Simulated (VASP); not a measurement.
Crystal: TiO2 (Anatase).

```
Ti O
1.0
    -1.89210    1.89210    4.75730
     1.89210   -1.89210    4.75730
     1.89210    1.89210   -4.75730
Ti O
2 4
Cartesian
  0.0000 1.8921 2.3786
  0.0000 0.0000 0.0000
  0.0000 0.0000 7.5346
  0.0000 1.8921 0.3987
  0.0000 1.8921 4.3586
  0.0000 0.0000 1.9800
```

| Item | Value |
| --- | --- |
| Program | VASP 6.6.1 |
| Task | relaxation of cell and atoms |
| Functional | BLYP |
| Dispersion | D3(BJ) |
| Potentials or basis | VASP PAW PBE potentials, release 64 (Ti_sv, O) |
| Cutoff | 600 eV |
| k mesh | 10 × 10 × 10 |
| Occupations | fermi-dirac, width 0.05 eV |
| Spin | no spin polarisation |

At the start: pressure 3.4 GPa; volume 11.35 Å³/atom.

Task: How do energy, volume and symmetry change on relaxing?

Result: Over 5 steps the energy falls by 2.3 meV/atom and the volume is 11.51 Å³/atom (+1.4 %); space group I4_1/amd (No. 141, to 0.05 Å).

Step by step:
| step | energy change (eV) | largest force (eV/Å) | pressure (GPa) | volume (Å³) |
| --- | --- | --- | --- | --- |
| 1 | 0.0000 | 0.2409 | 3.35 | 68.13 |
| 2 | 0.0089 | 0.2103 | -4.37 | 70.49 |
| 3 | -0.0139 | 0.0294 | -0.18 | 69.14 |
| 4 | -0.0139 | 0.0333 | -0.12 | 69.12 |
| 5 | -0.0140 | 0.0067 | 0.05 | 69.05 |

Final structure:
```
CELL_PARAMETERS angstrom
-1.89796 1.89796 4.79184
1.89796 -1.89796 4.79184
1.89796 1.89796 -4.79184
ATOMIC_POSITIONS crystal
Ti 0.75000 0.25000 0.50000
Ti 0.00000 0.00000 0.00000
O 0.79122 0.79122 0.00000
O 0.54122 0.04122 0.50000
O 0.95878 0.45878 0.50000
O 0.20878 0.20878 0.00000
```

Caveat: the PAW data sets were made with another functional, which shifts forces and pressure a little.
